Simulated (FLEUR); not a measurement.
# HfC (Fm-3m) in FLEUR: a series of runs

One crystal, HfC, is run at these levels: SCAN; tasks: band structure, equation of state.

All numbers are computed with FLEUR MaX-R8.1 (later development tree); they aren't measurements. Logs are shortened: lines on timing, memory, paths and dates and some standing lists are left out, and cuts for length are marked.

### Step 1. Starting point

Symmetry: Fm-3m, No. 225, cubic system. The conventional cell has a = 4.650 Å, b = 4.650 Å, c = 4.650 Å, α = 90.00°, β = 90.00°, γ = 90.00°. Around Hf (site symmetry m-3m) lie 6 C at 2.33 Å. Around C (site symmetry m-3m) lie 6 Hf at 2.33 Å.

### Step 2. Band structure, SCAN

The input, inp.xml:

```xml
<?xml version="1.0" encoding="UTF-8" standalone="no"?>
<fleurInput fleurInputVersion="0.39">
   <comment>
      HfC                                                                                                 
   </comment>
   <calculationSetup>
      <cutoffs Kmax="4.62" Gmax="14.3" GmaxXC="14.3" numbands="0"/>
      <scfLoop itmax="60" minDistance="0.00001" maxIterBroyd="15" imix="Anderson" alpha="0.05" precondParam="0.0" spinf="2.0" sdNocoIR="T"/>
      <coreElectrons ctail="F" frcor="F" kcrel="0" coretail_lmax="0"/>
      <xcFunctional name="LibXC" relativisticCorrections="F">
         <LibXCName exchange="mgga_x_scan" correlation="mgga_c_scan"/>
         <AuxGGA exchange="117" correlation="130"/>
      </xcFunctional>
      <magnetism jspins="1"/>
      <soc l_soc="F" theta="0.0" phi="0.0" spav="F"/>
      <expertModes spex="0" secvar="F"/>
      <geometryOptimization l_f="F" forcealpha="1.0" forcemix="BFGS" epsdisp="0.00001" epsforce="0.00001"/>
      <ldaU l_linMix="F" mixParam="0.05" spinf="1.0"/>
   </calculationSetup>
   <cell>
      <bzIntegration valenceElectrons="30.0" mode="hist" fermiSmearingEnergy="0.00183747">
         <kPointListSelection listName="default-1"/>
         <!-- k-points included here -->
         <xi:include xmlns:xi="http://www.w3.org/2001/XInclude" href="kpts.xml"> </xi:include>
[... 32 lines left out ...]
            <valenceConfig>(2s1/2) (2p1/2) (2p3/2)</valenceConfig>
            <stateOccupation state="(2p1/2)" spinUp="0.333333" spinDown="0.333333"/>
            <stateOccupation state="(2p3/2)" spinUp="0.666667" spinDown="0.666667"/>
         </electronConfig>
         <energyParameters s="2" p="2" d="3" f="4"/>
         <lo type="SCLO" l="0" n="2" eDeriv="2"/>
         <lo type="SCLO" l="1" n="2" eDeriv="2"/>
         <lo type="SCLO" l="2" n="3" eDeriv="2"/>
      </species>
   </atomSpecies>
   <atomGroups>
      <atomGroup species="Hafnium (Hf)">
         <relPos label="                   1">1.000/2.000 1.000/2.000 1.000/2.000</relPos>
         <force calculate="T" relaxXYZ="TTT"/>
      </atomGroup>
      <atomGroup species="Carbon (C)">
         <relPos label="                   2">.0000000000 .0000000000 .0000000000</relPos>
         <force calculate="T" relaxXYZ="TTT"/>
      </atomGroup>
   </atomGroups>
   <output dos="F" band="F" slice="F">
      <checks vchk="F" cdinf="F"/>
      <bandDOS minEnergy="-.5*Htr" maxEnergy="0.5*Htr" sigma="0.015" storeEVData="T"/>
      <vacuumDOS vacdos="F" integ="F" star="F" nstars="0" locx1="0.0" locy1="0.0" locx2="0.0" locy2="0.0" nstm="0" tworkf="0.0"/>
      <unfoldingBand unfoldBand="F" supercellX="1" supercellY="1" supercellZ="1"/>
      <plotting iplot="0" polar="F">
         <plot TwoD="T" vec1="  1.0  0.0  0.0" vec2="  0.0  1.0  0.0" vec3="  0.0  0.0  1.0" zero="  0.0  0.0  0.0" file="plot"/>
      </plotting>
      <chargeDensitySlicing numkpt="0" minEigenval="0.0" maxEigenval="0.0" nnne="0" pallst="F"/>
      <specialOutput eonly="F"/>
      <moessbauerParams electricFieldGradient="T" isomerShift="T" coreHyperfine="T" valenceHyperfine="T"/>
      <magneticCircularDichroism mcd="F" energyLo="-10.0" energyUp="0.0"/>
   </output>
  <!-- We include the file relax.xml here to enable relaxations (see documentation) -->
  <xi:include xmlns:xi="http://www.w3.org/2001/XInclude" href="relax.xml"> <xi:fallback/> </xi:include>
</fleurInput>
```

The input, crystal.txt:

```
HfC
&input cartesian=F /
0.0000000000  2.3250000000  2.3250000000
2.3250000000  0.0000000000  2.3250000000
2.3250000000  2.3250000000  0.0000000000
1.8897261246
1.0 1.0 1.0

2
72 0.5000000000  0.5000000000  0.5000000000
6 0.0000000000  0.0000000000  0.0000000000

&kpt div1=10 div2=10 div3=10 gamma=T /
```

The input, inp.xml (bands):

```
<?xml version="1.0" encoding="UTF-8" standalone="no"?>
<fleurInput fleurInputVersion="0.39">
   <comment>
      HfC                                                                                                 
   </comment>
   <calculationSetup>
      <cutoffs Kmax="4.62" Gmax="14.3" GmaxXC="14.3" numbands="0"/>
      <scfLoop itmax="60" minDistance="0.00001" maxIterBroyd="15" imix="Anderson" alpha="0.05" precondParam="0.0" spinf="2.0" sdNocoIR="T"/>
      <coreElectrons ctail="F" frcor="F" kcrel="0" coretail_lmax="0"/>
      <xcFunctional name="LibXC" relativisticCorrections="F">
         <LibXCName exchange="mgga_x_scan" correlation="mgga_c_scan"/>
         <AuxGGA exchange="117" correlation="130"/>
      </xcFunctional>
      <magnetism jspins="1"/>
      <soc l_soc="F" theta="0.0" phi="0.0" spav="F"/>
      <expertModes spex="0" secvar="F"/>
      <geometryOptimization l_f="F" forcealpha="1.0" forcemix="BFGS" epsdisp="0.00001" epsforce="0.00001"/>
      <ldaU l_linMix="F" mixParam="0.05" spinf="1.0"/>
   </calculationSetup>
   <cell>
      <bzIntegration valenceElectrons="30.0" mode="hist" fermiSmearingEnergy="0.00183747">
         <kPointListSelection listName="path-1"/>
         <!-- k-points included here -->
[... 33 lines left out ...]
            <valenceConfig>(2s1/2) (2p1/2) (2p3/2)</valenceConfig>
            <stateOccupation state="(2p1/2)" spinUp="0.333333" spinDown="0.333333"/>
            <stateOccupation state="(2p3/2)" spinUp="0.666667" spinDown="0.666667"/>
         </electronConfig>
         <energyParameters s="2" p="2" d="3" f="4"/>
         <lo type="SCLO" l="0" n="2" eDeriv="2"/>
         <lo type="SCLO" l="1" n="2" eDeriv="2"/>
         <lo type="SCLO" l="2" n="3" eDeriv="2"/>
      </species>
   </atomSpecies>
   <atomGroups>
      <atomGroup species="Hafnium (Hf)">
         <relPos label="                   1">1.000/2.000 1.000/2.000 1.000/2.000</relPos>
         <force calculate="T" relaxXYZ="TTT"/>
      </atomGroup>
      <atomGroup species="Carbon (C)">
         <relPos label="                   2">.0000000000 .0000000000 .0000000000</relPos>
         <force calculate="T" relaxXYZ="TTT"/>
      </atomGroup>
   </atomGroups>
   <output dos="F" band="T" slice="F">
      <checks vchk="F" cdinf="F"/>
      <bandDOS minEnergy="-.5*Htr" maxEnergy="0.5*Htr" sigma="0.015" storeEVData="T"/>
      <vacuumDOS vacdos="F" integ="F" star="F" nstars="0" locx1="0.0" locy1="0.0" locx2="0.0" locy2="0.0" nstm="0" tworkf="0.0"/>
      <unfoldingBand unfoldBand="F" supercellX="1" supercellY="1" supercellZ="1"/>
      <plotting iplot="0" polar="F">
         <plot TwoD="T" vec1="  1.0  0.0  0.0" vec2="  0.0  1.0  0.0" vec3="  0.0  0.0  1.0" zero="  0.0  0.0  0.0" file="plot"/>
      </plotting>
      <chargeDensitySlicing numkpt="0" minEigenval="0.0" maxEigenval="0.0" nnne="0" pallst="F"/>
      <specialOutput eonly="F"/>
      <moessbauerParams electricFieldGradient="T" isomerShift="T" coreHyperfine="T" valenceHyperfine="T"/>
      <magneticCircularDichroism mcd="F" energyLo="-10.0" energyUp="0.0"/>
   </output>
  <!-- We include the file relax.xml here to enable relaxations (see documentation) -->
  <xi:include xmlns:xi="http://www.w3.org/2001/XInclude" href="relax.xml"> <xi:fallback/> </xi:include>
</fleurInput>
```

Potentials or basis: all-electron, FLAPW.

Command:

```console
$ inpgen -f crystal.txt -profile fastHighL
$ # inp.xml edited to the form shown
$ fleur_MPI
$ fleur_MPI   # second run, on inp.xml (bands)
```

Standard output:

```text
Welcome to FLEUR        (www.flapw.de)
      MaX-Release 8.1          (www.max-centre.eu)
 func_ids         267         263         267         263
 MetaGGA potential functional detected - V_tau will be computed
 Auxiliary Potential for radial basis: exchange=         117  correlation=         130
The functional 'SCAN exchange of Sun, Ruzsinszky, and Perdew' is an exchange functional, it belongs to the 'MGGA' family and is defined in the reference(s):
[1] J. Sun, A. Ruzsinszky, and J. P. Perdew.,  Phys. Rev. Lett. 115, 036402 (2015)
The functional 'SCAN correlation of Sun, Ruzsinszky, and Perdew' is a correlation functional, it belongs to the 'MGGA' family and is defined in the reference(s):
[1] J. Sun, A. Ruzsinszky, and J. P. Perdew.,  Phys. Rev. Lett. 115, 036402 (2015)
 Using same functional for VXC and EXC

 ========== k-point set info ==========
 Selected k-point list: default-1
 k-point list type: mesh
 10 x 10 x 10
 Number of k points: 47

 ------------Calculation Setup---------------------------
 Number of MPI-tasks      :            1
 Number of PE/node        :            1
 Number of OMP-threads    :            1
 Most efficient MPI parallelization for:
           1          47
 Additional eigenvalue parallelization possible
 Number of basis functions:          351
 Approximate size of matrices (H+S) per k-point:         0.002 GB
 --------------------------------------------------------
The functional 'Hammer, Hansen, and Norskov' is an exchange functional, it belongs to the 'GGA' family and is defined in the reference(s):
[1] B. Hammer, L. B. Hansen, and J. K. Nørskov.,  Phys. Rev. B 59, 7413 (1999)
The functional 'Perdew, Burke & Ernzerhof' is a correlation functional, it belongs to the 'GGA' family and is defined in the reference(s):
[1] J. P. Perdew, K. Burke, and M. Ernzerhof.,  Phys. Rev. Lett. 77, 3865 (1996)
[2] J. P. Perdew, K. Burke, and M. Ernzerhof.,  Phys. Rev. Lett. 78, 1396 (1997)
 Using same functional for VXC and EXC
 Using auxiliary GGA potential for the first iteration of MetaGGA calculation.
 Reset of history
 Reset of history
 Iteration:     1   Distance:      50.19367862 me/bohr^3
The functional 'Hammer, Hansen, and Norskov' is an exchange functional, it belongs to the 'GGA' family and is defined in the reference(s):
[1] B. Hammer, L. B. Hansen, and J. K. Nørskov.,  Phys. Rev. B 59, 7413 (1999)
The functional 'Perdew, Burke & Ernzerhof' is a correlation functional, it belongs to the 'GGA' family and is defined in the reference(s):
[1] J. P. Perdew, K. Burke, and M. Ernzerhof.,  Phys. Rev. Lett. 77, 3865 (1996)
[2] J. P. Perdew, K. Burke, and M. Ernzerhof.,  Phys. Rev. Lett. 78, 1396 (1997)
 Using same functional for VXC and EXC
 Iteration:     2   Distance:      45.29101996 me/bohr^3
The functional 'Hammer, Hansen, and Norskov' is an exchange functional, it belongs to the 'GGA' family and is defined in the reference(s):
[1] B. Hammer, L. B. Hansen, and J. K. Nørskov.,  Phys. Rev. B 59, 7413 (1999)
The functional 'Perdew, Burke & Ernzerhof' is a correlation functional, it belongs to the 'GGA' family and is defined in the reference(s):
[1] J. P. Perdew, K. Burke, and M. Ernzerhof.,  Phys. Rev. Lett. 77, 3865 (1996)
[2] J. P. Perdew, K. Burke, and M. Ernzerhof.,  Phys. Rev. Lett. 78, 1396 (1997)
 Using same functional for VXC and EXC
 Iteration:     3   Distance:      42.47838775 me/bohr^3
The functional 'Hammer, Hansen, and Norskov' is an exchange functional, it belongs to the 'GGA' family and is defined in the reference(s):
[1] B. Hammer, L. B. Hansen, and J. K. Nørskov.,  Phys. Rev. B 59, 7413 (1999)
The functional 'Perdew, Burke & Ernzerhof' is a correlation functional, it belongs to the 'GGA' family and is defined in the reference(s):
[1] J. P. Perdew, K. Burke, and M. Ernzerhof.,  Phys. Rev. Lett. 77, 3865 (1996)
[2] J. P. Perdew, K. Burke, and M. Ernzerhof.,  Phys. Rev. Lett. 78, 1396 (1997)
 Using same functional for VXC and EXC
 Iteration:     4   Distance:      20.50543683 me/bohr^3
The functional 'Hammer, Hansen, and Norskov' is an exchange functional, it belongs to the 'GGA' family and is defined in the reference(s):
[1] B. Hammer, L. B. Hansen, and J. K. Nørskov.,  Phys. Rev. B 59, 7413 (1999)
The functional 'Perdew, Burke & Ernzerhof' is a correlation functional, it belongs to the 'GGA' family and is defined in the reference(s):
[1] J. P. Perdew, K. Burke, and M. Ernzerhof.,  Phys. Rev. Lett. 77, 3865 (1996)
[2] J. P. Perdew, K. Burke, and M. Ernzerhof.,  Phys. Rev. Lett. 78, 1396 (1997)
 Using same functional for VXC and EXC
 Iteration:     5   Distance:      11.97424038 me/bohr^3
The functional 'Hammer, Hansen, and Norskov' is an exchange functional, it belongs to the 'GGA' family and is defined in the reference(s):
[1] B. Hammer, L. B. Hansen, and J. K. Nørskov.,  Phys. Rev. B 59, 7413 (1999)
The functional 'Perdew, Burke & Ernzerhof' is a correlation functional, it belongs to the 'GGA' family and is defined in the reference(s):
[1] J. P. Perdew, K. Burke, and M. Ernzerhof.,  Phys. Rev. Lett. 77, 3865 (1996)
[2] J. P. Perdew, K. Burke, and M. Ernzerhof.,  Phys. Rev. Lett. 78, 1396 (1997)
 Using same functional for VXC and EXC
 Iteration:     6   Distance:       6.19586949 me/bohr^3
The functional 'Hammer, Hansen, and Norskov' is an exchange functional, it belongs to the 'GGA' family and is defined in the reference(s):
[1] B. Hammer, L. B. Hansen, and J. K. Nørskov.,  Phys. Rev. B 59, 7413 (1999)
The functional 'Perdew, Burke & Ernzerhof' is a correlation functional, it belongs to the 'GGA' family and is defined in the reference(s):
[1] J. P. Perdew, K. Burke, and M. Ernzerhof.,  Phys. Rev. Lett. 77, 3865 (1996)
[2] J. P. Perdew, K. Burke, and M. Ernzerhof.,  Phys. Rev. Lett. 78, 1396 (1997)
 Using same functional for VXC and EXC
[... 68 lines left out ...]
[2] J. P. Perdew, K. Burke, and M. Ernzerhof.,  Phys. Rev. Lett. 78, 1396 (1997)
 Using same functional for VXC and EXC
 Iteration:    17   Distance:       0.00032522 me/bohr^3
The functional 'Hammer, Hansen, and Norskov' is an exchange functional, it belongs to the 'GGA' family and is defined in the reference(s):
[1] B. Hammer, L. B. Hansen, and J. K. Nørskov.,  Phys. Rev. B 59, 7413 (1999)
The functional 'Perdew, Burke & Ernzerhof' is a correlation functional, it belongs to the 'GGA' family and is defined in the reference(s):
[1] J. P. Perdew, K. Burke, and M. Ernzerhof.,  Phys. Rev. Lett. 77, 3865 (1996)
[2] J. P. Perdew, K. Burke, and M. Ernzerhof.,  Phys. Rev. Lett. 78, 1396 (1997)
 Using same functional for VXC and EXC
 Iteration:    18   Distance:       0.00019098 me/bohr^3
The functional 'Hammer, Hansen, and Norskov' is an exchange functional, it belongs to the 'GGA' family and is defined in the reference(s):
[1] B. Hammer, L. B. Hansen, and J. K. Nørskov.,  Phys. Rev. B 59, 7413 (1999)
The functional 'Perdew, Burke & Ernzerhof' is a correlation functional, it belongs to the 'GGA' family and is defined in the reference(s):
[1] J. P. Perdew, K. Burke, and M. Ernzerhof.,  Phys. Rev. Lett. 77, 3865 (1996)
[2] J. P. Perdew, K. Burke, and M. Ernzerhof.,  Phys. Rev. Lett. 78, 1396 (1997)
 Using same functional for VXC and EXC
 Iteration:    19   Distance:       0.00007402 me/bohr^3
The functional 'Hammer, Hansen, and Norskov' is an exchange functional, it belongs to the 'GGA' family and is defined in the reference(s):
[1] B. Hammer, L. B. Hansen, and J. K. Nørskov.,  Phys. Rev. B 59, 7413 (1999)
The functional 'Perdew, Burke & Ernzerhof' is a correlation functional, it belongs to the 'GGA' family and is defined in the reference(s):
[1] J. P. Perdew, K. Burke, and M. Ernzerhof.,  Phys. Rev. Lett. 77, 3865 (1996)
[2] J. P. Perdew, K. Burke, and M. Ernzerhof.,  Phys. Rev. Lett. 78, 1396 (1997)
 Using same functional for VXC and EXC
 Iteration:    20   Distance:       0.00001096 me/bohr^3
The functional 'Hammer, Hansen, and Norskov' is an exchange functional, it belongs to the 'GGA' family and is defined in the reference(s):
[1] B. Hammer, L. B. Hansen, and J. K. Nørskov.,  Phys. Rev. B 59, 7413 (1999)
The functional 'Perdew, Burke & Ernzerhof' is a correlation functional, it belongs to the 'GGA' family and is defined in the reference(s):
[1] J. P. Perdew, K. Burke, and M. Ernzerhof.,  Phys. Rev. Lett. 77, 3865 (1996)
[2] J. P. Perdew, K. Burke, and M. Ernzerhof.,  Phys. Rev. Lett. 78, 1396 (1997)
 Using same functional for VXC and EXC
 Iteration:    21   Distance:       0.00000197 me/bohr^3

 ********************************************************************
 Run finished successfully
 Stop message:
   all done
 ********************************************************************
```

Wall time 49 s (1 thread of Arm Neoverse V2, shared host); peak memory 0.08 GiB.

What came out:

```
Free energy                                           : -411861.1999 eV
Band gap along the path                               : none (metal or under the smearing width)
Valence electrons inside the program's atomic spheres : Hf 23.84; C 2.57 (radii Hf 2.51, C 1.56 bohr)
```

Levels at the corners of the path, in eV from the Fermi level:
| point | band 11 | band 12 | band 13 | band 14 | band 15 | band 16 | band 17 | band 18 | band 19 | band 20 |
| --- | --- | --- | --- | --- | --- | --- | --- | --- | --- | --- |
| Γ | -11.58 | -11.58 | 1.01 | 1.01 | 1.01 | 1.47 | 1.47 | 1.47 | 3.40 | 3.40 |
| X | -11.61 | -11.30 | -2.83 | -1.79 | -0.18 | -0.18 | 5.34 | 6.92 | 6.92 | 8.69 |
| W | -11.61 | -10.42 | -3.23 | -2.90 | -2.90 | 3.84 | 3.84 | 6.93 | 7.20 | 8.39 |
| K | -11.60 | -10.51 | -3.72 | -2.94 | -1.83 | 1.66 | 5.96 | 6.40 | 8.38 | 8.50 |
| Γ | -11.58 | -11.58 | 1.01 | 1.01 | 1.01 | 1.47 | 1.47 | 1.47 | 3.40 | 3.40 |
| L | -11.58 | -9.20 | -6.49 | -3.26 | -3.26 | 5.49 | 5.49 | 6.00 | 6.86 | 11.79 |
| U | -11.60 | -10.51 | -3.72 | -2.94 | -1.83 | 1.66 | 5.96 | 6.40 | 8.38 | 8.50 |
| W | -11.61 | -10.42 | -3.23 | -2.90 | -2.90 | 3.84 | 3.84 | 6.93 | 7.20 | 8.39 |
| L | -11.58 | -9.20 | -6.49 | -3.26 | -3.26 | 5.49 | 5.49 | 6.00 | 6.86 | 11.79 |
| K | -11.60 | -10.51 | -3.72 | -2.94 | -1.83 | 1.66 | 5.96 | 6.40 | 8.38 | 8.50 |
| U | -11.60 | -10.51 | -3.72 | -2.94 | -1.83 | 1.66 | 5.96 | 6.40 | 8.38 | 8.50 |
| X | -11.61 | -11.30 | -2.83 | -1.79 | -0.18 | -0.18 | 5.34 | 6.92 | 6.92 | 8.69 |

Core levels (eV from the Fermi level):
```
atom                                                                                                                                                                                                          levels
1 Hf  1s1/2 -65198.0, 2s1/2 -11138.0, 2p1/2 -10635.4, 2p3/2 -9443.6, 3s1/2 -2533.1, 3p1/2 -2310.8, 3p3/2 -2055.3, 4s1/2 -505.6, 3d3/2 -1679.8, 3d5/2 -1624.1, 4p1/2 -414.5, 4p3/2 -356.1, 4d3/2 -206.7, 4d5/2 -196.0
 2 C                                                                                                                                                                                                    1s1/2 -264.8
```

Caveat: the meta-GGA is that of a development version, with a GGA for the radial functions and cores and without core tails; spin-orbit coupling is left out, which moves the levels of the heavy elements.

### Step 3. Equation of state, SCAN, 11.81 Å³/atom (volume scaled by 0.94)

Changes to inp.xml since step 2:

```diff
@@ -6,3 +6,3 @@
    <calculationSetup>
-      <cutoffs Kmax="4.62" Gmax="14.3" GmaxXC="14.3" numbands="0"/>
+      <cutoffs Kmax="4.77" Gmax="14.8" GmaxXC="14.8" numbands="0"/>
       <scfLoop itmax="60" minDistance="0.00001" maxIterBroyd="15" imix="Anderson" alpha="0.05" precondParam="0.0" spinf="2.0" sdNocoIR="T"/>
@@ -27,3 +27,3 @@
       <xi:include xmlns:xi="http://www.w3.org/2001/XInclude" href="sym.xml"> </xi:include>
-      <bulkLattice scale="1.0">
+      <bulkLattice scale="0.9795861087">
          <bravaisMatrix>
@@ -37,3 +37,3 @@
       <species name="Hafnium (Hf)" element="Hf" atomicNumber="72">
-         <mtSphere radius="2.51" gridPoints="829" logIncrement="0.016"/>
+         <mtSphere radius="2.44" gridPoints="829" logIncrement="0.016"/>
          <atomicCutoffs lmax="10" lnonsphr="8"/>
@@ -52,3 +52,3 @@
       <species name="Carbon (C)" element="C" atomicNumber="6">
-         <mtSphere radius="1.56" gridPoints="517" logIncrement="0.02"/>
+         <mtSphere radius="1.51" gridPoints="517" logIncrement="0.02"/>
          <atomicCutoffs lmax="8" lnonsphr="6"/>
```

Potentials or basis: all-electron, FLAPW.

Command:

```console
$ inpgen -f crystal.txt -profile fastHighL
$ # inp.xml edited to the form shown
$ fleur_MPI
```

Run time: 47 s. Hardware: 1 thread of Arm Neoverse V2, shared host; peak memory 0.08 GiB.

The run converged. Its results:

```yaml
Free_energy: -411861.1794 eV
Band_gap_on_the_k_mesh: none (metal or under the smearing width)
Valence_electrons_inside_the_program's_atomic_spheres: Hf 23.75; C 2.47 (radii Hf 2.44, C 1.51 bohr)
```

Caveat: the meta-GGA is that of a development version, with a GGA for the radial functions and cores and without core tails.

### Step 4. Equation of state, SCAN, 12.07 Å³/atom (volume scaled by 0.96)

Changes to inp.xml since step 3:

```diff
@@ -27,3 +27,3 @@
       <xi:include xmlns:xi="http://www.w3.org/2001/XInclude" href="sym.xml"> </xi:include>
-      <bulkLattice scale="0.9795861087">
+      <bulkLattice scale="0.9864848297">
          <bravaisMatrix>
```

Command:

```console
$ inpgen -f crystal.txt -profile fastHighL
$ # inp.xml edited to the form shown
$ fleur_MPI
```

It took 48 s on 1 thread of Arm Neoverse V2, shared host; peak memory 0.09 GiB.

It converged, with:

```
Free energy                                           : -411861.2056 eV
Band gap on the k mesh                                : none (metal or under the smearing width)
Valence electrons inside the program's atomic spheres : Hf 23.71; C 2.45 (radii Hf 2.44, C 1.51 bohr)
```

Caveat: the meta-GGA is that of a development version, with a GGA for the radial functions and cores and without core tails.

(Continued in part 2 of 2.)
